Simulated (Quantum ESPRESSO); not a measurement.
# CuO (P-6m2) in Quantum ESPRESSO: settings compared, part 3 of 3

Quantum ESPRESSO 7.5. Earlier steps stand in the parts before.

## (5) Projected density of states, LDA+U

pw.in

```
&CONTROL
  calculation = 'scf'
  prefix = 'pwscf'
  outdir = './tmp'
  pseudo_dir = './pseudo'
  tprnfor = .true.
  tstress = .true.
  disk_io = 'low'
/
&SYSTEM
  ibrav = 0
  nat = 2
  ntyp = 2
  ecutwfc = 55
  ecutrho = 440
  nbnd = 18
  input_dft = 'pz'
  occupations = 'smearing'
  smearing = 'fd'
  degauss = 0.00367493
/
&ELECTRONS
  conv_thr = 4d-10
  electron_maxstep = 120
  mixing_beta = 0.3
/
ATOMIC_SPECIES
Cu    63.5460 Cu.paw.z_11.ld1.psl.v1.0.0-low.upf
O     15.9990 O.pbe-n-kjpaw_psl.0.1.UPF
CELL_PARAMETERS bohr
   5.3598776583    0.0000000000    0.0000000000
  -2.6799388197    4.6417902158    0.0000000000
   0.0000000000    0.0000000000    5.2309750363
ATOMIC_POSITIONS bohr
Cu     0.0000000000    0.0000000000    0.0000000000
O      2.6799388323    1.5472634053    2.6154875181
K_POINTS automatic
11 11 10 0 0 0
HUBBARD {ortho-atomic}
U Cu-3d 3.0
```

nscf.in

```
&CONTROL
  calculation = 'nscf'
  prefix = 'pwscf'
  outdir = './tmp'
  pseudo_dir = './pseudo'
  disk_io = 'low'
/
&SYSTEM
  ibrav = 0
  nat = 2
  ntyp = 2
  ecutwfc = 55
  ecutrho = 440
  nbnd = 18
  input_dft = 'pz'
  occupations = 'tetrahedra_opt'
/
&ELECTRONS
  conv_thr = 1d-08
  electron_maxstep = 120
  mixing_beta = 0.3
/
ATOMIC_SPECIES
Cu    63.5460 Cu.paw.z_11.ld1.psl.v1.0.0-low.upf
O     15.9990 O.pbe-n-kjpaw_psl.0.1.UPF
CELL_PARAMETERS bohr
   5.3598776583    0.0000000000    0.0000000000
  -2.6799388197    4.6417902158    0.0000000000
   0.0000000000    0.0000000000    5.2309750363
ATOMIC_POSITIONS bohr
Cu     0.0000000000    0.0000000000    0.0000000000
O      2.6799388323    1.5472634053    2.6154875181
K_POINTS automatic
17 17 15 0 0 0
HUBBARD {ortho-atomic}
U Cu-3d 3.0
```

projwfc.in

```
&PROJWFC
  prefix = 'pwscf'
  outdir = './tmp'
  filpdos = 'p'
  Emin = -6
  Emax = 19
  DeltaE = 0.05
/
```

Potentials or basis: SSSP 1.3 efficiency PBE.

Run with:

```sh
$ OMP_NUM_THREADS=1 pw.x -in pw.in > pw.out
$ OMP_NUM_THREADS=1 pw.x -in nscf.in > nscf.out
$ OMP_NUM_THREADS=1 projwfc.x -in projwfc.in > projwfc.out
```

pw.out:

```text
This program is part of the open-source Quantum ESPRESSO suite
     for quantum simulation of materials; please cite
         "P. Giannozzi et al., J. Phys.:Condens. Matter 21 395502 (2009);
         "P. Giannozzi et al., J. Phys.:Condens. Matter 29 465901 (2017);
         "P. Giannozzi et al., J. Chem. Phys. 152 154105 (2020);
     in publications or presentations arising from this work. More details at

     file Cu.paw.z_11.ld1.psl.v1.0.0-low.upf: wavefunction(s)  4S 3D renormalized
     file O.pbe-n-kjpaw_psl.0.1.UPF: wavefunction(s)  2P renormalized

     IMPORTANT: XC functional enforced from input :
     Exchange-correlation= PZ
                           (   1   1   0   0   0   0   0)
     Any further DFT definition will be discarded
     Please, verify this is what you really want

     Message from routine setup:
     using ibrav=0 with symmetry is DISCOURAGED, use correct ibrav instead

     G-vector sticks info
     --------------------
     sticks:   dense  smooth     PW     G-vecs:    dense   smooth      PW
     Sum         859     433    139                20213     7165    1279

     Using Slab Decomposition

     bravais-lattice index     =            0
     lattice parameter (alat)  =       5.3599  a.u.
     unit-cell volume          =     130.1437 (a.u.)^3
     number of atoms/cell      =            2
     number of atomic types    =            2
     number of electrons       =        17.00
     number of Kohn-Sham states=           18
     kinetic-energy cutoff     =      55.0000  Ry
     charge density cutoff     =     440.0000  Ry
     scf convergence threshold =      4.0E-10
     mixing beta               =       0.3000
     number of iterations used =            8  plain     mixing
     Exchange-correlation= PZ
                           (   1   1   0   0   0   0   0)
     Hubbard projectors: ortho-atomic
     Hubbard parameters of DFT+U (Dudarev formulation) in eV:
     U(Cu-3d) =  3.0000

     Internal variables: lda_plus_u =T, lda_plus_u_kind = 0

     Internal variables: orbital_resolved =F, hub_pot_fix =F, apply_U = F

     celldm(1)=   5.359878  celldm(2)=   0.000000  celldm(3)=   0.000000
     celldm(4)=   0.000000  celldm(5)=   0.000000  celldm(6)=   0.000000

     crystal axes: (cart. coord. in units of alat)
               a(1) = (   1.000000   0.000000   0.000000 )
               a(2) = (  -0.500000   0.866025   0.000000 )
               a(3) = (   0.000000   0.000000   0.975950 )

     reciprocal axes: (cart. coord. in units 2 pi/alat)
               b(1) = (  1.000000  0.577350 -0.000000 )
               b(2) = (  0.000000  1.154701  0.000000 )
               b(3) = (  0.000000 -0.000000  1.024642 )

     PseudoPot. # 1 for Cu read from file:
     Cu.paw.z_11.ld1.psl.v1.0.0-low.upf
     Pseudo is Projector augmented-wave + core cor, Zval = 11.0
     Generated using &quot;atomic&quot; code by A. Dal Corso  v.6.3MaX
     Shape of augmentation charge: PSQ
     Using radial grid of 1199 points,  6 beta functions with:
                l(1) =   0
                l(2) =   0
                l(3) =   1
                l(4) =   1
                l(5) =   2
                l(6) =   2
     Q(r) pseudized with 0 coefficients

     PseudoPot. # 2 for O  read from file:
     O.pbe-n-kjpaw_psl.0.1.UPF
     Pseudo is Projector augmented-wave + core cor, Zval =  6.0
     Generated using "atomic" code by A. Dal Corso  v.5.0.99 svn rev. 10869
     Shape of augmentation charge: BESSEL
     Using radial grid of 1095 points,  4 beta functions with:
                l(1) =   0
                l(2) =   0
                l(3) =   1
                l(4) =   1
     Q(r) pseudized with 0 coefficients

     atomic species   valence    mass     pseudopotential
     Cu               11.00    63.54600     Cu( 1.00)
     O                 6.00    15.99900     O ( 1.00)

     12 Sym. Ops. (no inversion) found

   Cartesian axes

     site n.     atom                  positions (alat units)
         1        Cu     tau(   1) = (   0.0000000   0.0000000   0.0000000  )
         2        O      tau(   2) = (   0.5000000   0.2886751   0.4879752  )

     number of k points=    96  Fermi-Dirac smearing, width (Ry)=  0.0037
                       cart. coord. in units 2pi/alat
        k(    1) = (   0.0000000   0.0000000   0.0000000), wk =   0.0016529
        k(    2) = (   0.0000000   0.0000000   0.1024642), wk =   0.0033058
        k(    3) = (   0.0000000   0.0000000   0.2049284), wk =   0.0033058
        k(    4) = (   0.0000000   0.0000000   0.3073927), wk =   0.0033058
        k(    5) = (   0.0000000   0.0000000   0.4098569), wk =   0.0033058
        k(    6) = (   0.0000000   0.0000000  -0.5123211), wk =   0.0016529
[... 88 lines left out ...]
        k(   95) = (   0.2727273   0.5773503   0.4098569), wk =   0.0198347
        k(   96) = (   0.2727273   0.5773503  -0.5123211), wk =   0.0099174

     Dense  grid:    20213 G-vectors     FFT dimensions: (  36,  36,  36)

     Smooth grid:     7165 G-vectors     FFT dimensions: (  25,  25,  25)

     Initial potential from superposition of free atoms

     starting charge      16.9998, renormalised to      17.0000

     STARTING HUBBARD OCCUPATIONS:

     =================== HUBBARD OCCUPATIONS ===================
     ------------------------ ATOM    1 ------------------------
     Tr[ns(  1)] =   9.50000
     eigenvalues:
       0.950  0.950  0.950  0.950  0.950
     eigenvectors (columns):
       1.000  0.000  0.000  0.000  0.000
       0.000  1.000  0.000  0.000  0.000
       0.000  0.000  1.000  0.000  0.000
       0.000  0.000  0.000  1.000  0.000
       0.000  0.000  0.000  0.000  1.000
     occupation matrix ns (before diag.):
       0.950  0.000  0.000  0.000  0.000
       0.000  0.950  0.000  0.000  0.000
       0.000  0.000  0.950  0.000  0.000
       0.000  0.000  0.000  0.950  0.000
       0.000  0.000  0.000  0.000  0.950

     Number of occupied Hubbard levels =    9.5000

     Atomic wfc used for Hubbard projectors are orthogonalized

     Starting wfcs are   13 randomized atomic wfcs +    5 random wfcs

     Self-consistent Calculation

     iteration #  1     ecut=    55.00 Ry     beta= 0.30
     Davidson diagonalization with overlap
     ethr =  1.00E-02,  avg # of iterations =  5.5

     =================== HUBBARD OCCUPATIONS ===================
     ------------------------ ATOM    1 ------------------------
     Tr[ns(  1)] =   9.21616
     eigenvalues:
       0.843  0.843  0.968  0.968  0.987
     eigenvectors (columns):
       0.000 -0.000 -0.000 -0.000  1.000
      -0.132  0.991 -0.000  0.000  0.000
       0.991  0.132  0.000 -0.000 -0.000
      -0.000  0.000  0.790 -0.613  0.000
      -0.000  0.000  0.613  0.790  0.000
     occupation matrix ns (before diag.):
       0.987  0.000 -0.000  0.000  0.000
       0.000  0.843  0.000 -0.000 -0.000
      -0.000  0.000  0.843  0.000  0.000
       0.000 -0.000  0.000  0.968 -0.000
       0.000 -0.000  0.000 -0.000  0.968

     Number of occupied Hubbard levels =    9.2162

     total energy              =    -248.49238023 Ry
     estimated scf accuracy    <       0.33028537 Ry

     iteration #  2     ecut=    55.00 Ry     beta= 0.30
     Davidson diagonalization with overlap
     ethr =  1.94E-03,  avg # of iterations =  1.5

     total energy              =    -248.56452399 Ry
     estimated scf accuracy    <       0.16476701 Ry
[... 54 lines left out ...]
     total energy              =    -248.58636158 Ry
     estimated scf accuracy    <       0.00000001 Ry

     iteration # 11     ecut=    55.00 Ry     beta= 0.30
     Davidson diagonalization with overlap
     ethr =  1.02E-11,  avg # of iterations =  2.2

     End of self-consistent calculation

     =================== HUBBARD OCCUPATIONS ===================
     ------------------------ ATOM    1 ------------------------
     Tr[ns(  1)] =   9.49397
     eigenvalues:
       0.894  0.894  0.983  0.983  0.992
     eigenvectors (columns):
       0.000 -0.000 -0.000 -0.000  1.000
      -0.132  0.991 -0.000  0.000  0.000
       0.991  0.132  0.000 -0.000 -0.000
      -0.000  0.000  0.791 -0.612  0.000
      -0.000  0.000  0.612  0.791  0.000
     occupation matrix ns (before diag.):
       0.992  0.000 -0.000  0.000  0.000
       0.000  0.894  0.000 -0.000 -0.000
      -0.000  0.000  0.894  0.000  0.000
       0.000 -0.000  0.000  0.983 -0.000
       0.000 -0.000  0.000 -0.000  0.983

     Number of occupied Hubbard levels =    9.4940

          k = 0.0000 0.0000 0.0000 (   889 PWs)   bands (ev):

    -9.4563   5.3573   5.3573   5.4087   6.8818   7.1924   7.1924   9.0868
     9.0868  10.7101  24.7574  26.1523  26.1523  28.0673  30.7393  35.8517
    35.8517  41.3733

          k = 0.0000 0.0000 0.1025 (   889 PWs)   bands (ev):

    -9.3722   5.0804   5.4052   5.4052   6.6766   7.0994   7.0994   9.1179
     9.1179  11.3036  24.0281  26.3774  26.3774  28.6310  31.0617  35.2036
    35.2036  41.3395
[... 559 lines left out ...]
          k = 0.2727 0.5774-0.5123 (   888 PWs)   bands (ev):

    -7.5966   3.4619   3.4850   5.2688   6.5518   7.2190   7.4121   8.4155
     9.7730  15.5428  17.3782  22.0214  24.2943  24.7028  34.8647  38.9190
    42.6068  43.5170

     the Fermi energy is     9.2438 ev

!    total energy              =    -248.58636158 Ry
     total all-electron energy =     -3454.313020 Ry
     estimated scf accuracy    <          3.1E-12 Ry
     smearing contrib. (-TS)   =      -0.00154489 Ry
     internal energy E=F+TS    =    -248.58481670 Ry

     The total energy is F=E-TS. E is the sum of the following terms:
     one-electron contribution =     -34.07821943 Ry
     hartree contribution      =      37.79341042 Ry
     xc contribution           =     -51.18749435 Ry
     ewald contribution        =    -107.07307456 Ry
     Hubbard energy            =       0.05071813 Ry
     one-center paw contrib.   =     -94.09015691 Ry

     convergence has been achieved in  11 iterations

     Forces acting on atoms (cartesian axes, Ry/au):

     atom    1 type  1   force =     0.00000000    0.00000000    0.00000000
     atom    2 type  2   force =    -0.00000000   -0.00000000    0.00000000

     Total force =     0.000000     Total SCF correction =     0.000000

     Computing stress (Cartesian axis) and pressure

          total   stress  (Ry/bohr**3)                   (kbar)     P=     -141.08
  -0.00066242   0.00000000   0.00000000          -97.44        0.00        0.00
   0.00000000  -0.00066242   0.00000000            0.00      -97.44        0.00
   0.00000000   0.00000000  -0.00155220            0.00        0.00     -228.34

=------------------------------------------------------------------------------=
   JOB DONE.
=------------------------------------------------------------------------------=
```

It took 63 s on 1 thread of Intel Xeon Platinum 8259CL at 2.50GHz (Skylake/Cascade Lake), shared host; peak memory 0.14 GiB.

What came out:

| Item | Value |
| --- | --- |
| Free energy | -3382.1898 eV |
| Pressure | -14.1 GPa |
| Band gap on the k mesh | none (metal or under the smearing width) |
| Loewdin charges | Cu +0.38; O -0.36 e |

States per cell in windows of 1 eV (zero at the Fermi level; states under -8 eV left out):
```tsv
from (eV)	total	Cu#1 d wfc3	O#2 p wfc2	Cu#1 p wfc2	Cu#1 s wfc1	O#2 s wfc1
-8.0	0.04	0.01	0.03	0.00	0.01	0.00
-7.0	0.76	0.15	0.45	0.06	0.09	0.01
-6.0	1.62	0.48	0.93	0.11	0.08	0.02
-5.0	2.12	0.92	1.06	0.10	0.03	0.01
-4.0	2.18	1.44	0.68	0.05	0.00	0.00
-3.0	3.24	3.04	0.13	0.04	0.01	0.01
-2.0	3.03	2.30	0.56	0.06	0.04	0.06
-1.0	1.90	0.93	0.89	0.04	0.02	0.02
0.0	0.96	0.42	0.53	0.01	0.00	0.00
1.0	0.01	0.00	0.00	0.00	0.00	0.00
2.0	0.04	0.00	0.01	0.01	0.01	0.01
3.0	0.08	0.00	0.02	0.02	0.02	0.02
4.0	0.16	0.00	0.04	0.05	0.03	0.04
5.0	0.37	0.01	0.08	0.12	0.10	0.05
6.0	1.00	0.03	0.19	0.36	0.34	0.06
7.0	0.29	0.01	0.05	0.15	0.06	0.02
```

Eigenvalues of the final occupation matrices:
```
   site  spin  trace               eigenvalues
Cu 1 3d  each   4.75  0.89 0.89 0.98 0.98 0.99
```

Caveat: the potentials were made for another functional, which shifts forces and pressure; an odd number of electrons without spin polarisation forces a metal; a magnetic or distorted state may lie lower; the run has no spin polarisation, though such a crystal can be magnetic; U without spin polarisation on a metal has little footing.

## (6) Projected density of states, LDA+U

pw.in, as its differences from that of step 5:

```diff
@@ -39,2 +39,2 @@
 HUBBARD {ortho-atomic}
-U Cu-3d 3.0
+U Cu-3d 4.0
```

pp_density.in

```
&INPUTPP
  prefix = 'pwscf'
  outdir = './tmp'
  filplot = 'density.dat'
  plot_num = 0
/
&PLOT
  nfile = 1
  filepp(1) = 'density.dat'
  iflag = 3
  output_format = 6
  fileout = 'density.cube'
/
```

pp_potential.in

```
&INPUTPP
  prefix = 'pwscf'
  outdir = './tmp'
  filplot = 'potential.dat'
  plot_num = 11
/
&PLOT
  nfile = 1
  filepp(1) = 'potential.dat'
  iflag = 3
  output_format = 6
  fileout = 'potential.cube'
/
```

nscf.in, as its differences from that of step 5:

```diff
@@ -35,2 +35,2 @@
 HUBBARD {ortho-atomic}
-U Cu-3d 3.0
+U Cu-3d 4.0
```

projwfc.in is that of step 5.

Potentials or basis: SSSP 1.3 efficiency PBE.

Run with:

```sh
$ OMP_NUM_THREADS=1 pw.x -in pw.in > pw.out
$ OMP_NUM_THREADS=1 pp.x -in pp_density.in > pp_density.out
$ OMP_NUM_THREADS=1 pp.x -in pp_potential.in > pp_potential.out
$ OMP_NUM_THREADS=1 pw.x -in nscf.in > nscf.out
$ OMP_NUM_THREADS=1 projwfc.x -in projwfc.in > projwfc.out
```

Wall time 65 s (1 thread of Intel Xeon Platinum 8259CL at 2.50GHz (Skylake/Cascade Lake), shared host); peak memory 0.14 GiB.

It converged, with:

| Quantity | Value |
| --- | --- |
| Free energy | -3381.9648 eV |
| Pressure | -13.2 GPa |
| Band gap on the k mesh | none (metal or under the smearing width) |
| Loewdin charges | Cu +0.37; O -0.35 e |

Stress tensor (GPa, compression positive):
```
 -8.85   0.00   0.00
  0.00  -8.85   0.00
  0.00   0.00 -21.85
```

Levels at points of the mesh, in eV from the Fermi level:
```csv
k point,band 7,band 8,band 9,band 10,band 11,band 12
"(0.00, 0.00, 0.00)",-2.17,-0.16,-0.16,1.60,15.67,17.06
"(0.00, 0.00, -0.50)",-2.12,-0.09,-0.09,7.54,8.06,21.41
```

States per cell in windows of 1 eV (zero at the Fermi level; states under -8 eV left out):
```
from (eV)  total  Cu#1 d wfc3  O#2 p wfc2  Cu#1 p wfc2  Cu#1 s wfc1  O#2 s wfc1
     -8.0   0.04         0.01        0.02         0.00         0.01        0.00
     -7.0   0.82         0.18        0.47         0.06         0.09        0.01
     -6.0   1.61         0.53        0.89         0.10         0.07        0.02
     -5.0   2.27         1.09        1.04         0.10         0.03        0.01
     -4.0   2.66         2.01        0.58         0.05         0.01        0.00
     -3.0   3.26         3.01        0.17         0.03         0.02        0.02
     -2.0   2.58         1.78        0.64         0.07         0.04        0.06
     -1.0   1.71         0.76        0.88         0.03         0.01        0.02
      0.0   0.89         0.37        0.51         0.01         0.00        0.00
      1.0   0.00         0.00        0.00         0.00         0.00        0.00
      2.0   0.03         0.00        0.01         0.01         0.01        0.01
      3.0   0.08         0.00        0.02         0.02         0.02        0.02
      4.0   0.15         0.00        0.04         0.04         0.03        0.03
      5.0   0.32         0.01        0.07         0.11         0.08        0.05
      6.0   0.99         0.03        0.19         0.36         0.34        0.06
      7.0   0.34         0.01        0.06         0.17         0.08        0.02
```

Eigenvalues of the final occupation matrices:
```
   site  spin  trace               eigenvalues
Cu 1 3d  each   4.76  0.90 0.90 0.98 0.98 0.99
```

Caveat: the potentials were made for another functional, which shifts forces and pressure; an odd number of electrons without spin polarisation forces a metal; a magnetic or distorted state may lie lower; the run has no spin polarisation, though such a crystal can be magnetic; U without spin polarisation on a metal has little footing.

## (7) The runs side by side

| level | U | mixing beta | gap on the mesh (eV) | pressure (GPa) |
| --- | --- | --- | --- | --- |
| LDA | - | 0.5 | none | -16.5 |
| LDA+U | Cu d U = 1 eV | 0.3 | none | -15.8 |
| LDA+U | Cu d U = 2 eV | 0.3 | none | -15.0 |
| LDA+U | Cu d U = 3 eV | 0.3 | none | -14.1 |
| LDA+U | Cu d U = 4 eV | 0.3 | none | -13.2 |

Alike in all rows: task projected density of states; potentials or basis SSSP 1.3 efficiency PBE; no spin polarisation; cell as given; k mesh 11 × 11 × 10; cutoff (eV) 748; smearing fermi-dirac 0.05 eV.

Every run on the cell as given and a fine mesh finds a metal. The pressure there spans -16.5 GPa (LDA) to -13.2 GPa (LDA+U); a positive pressure means that this level wants a larger cell, a negative one a smaller.

Caveats: the potentials were made for another functional, which shifts forces and pressure; an odd number of electrons without spin polarisation forces a metal; a magnetic or distorted state may lie lower; the run has no spin polarisation, though such a crystal can be magnetic; U without spin polarisation on a metal has little footing (some runs); semilocal functionals often make such compounds metallic where correlation or magnetic order opens a gap, which also shifts bond lengths (some runs).

Absolute energies hang on the potentials; compare differences alone.
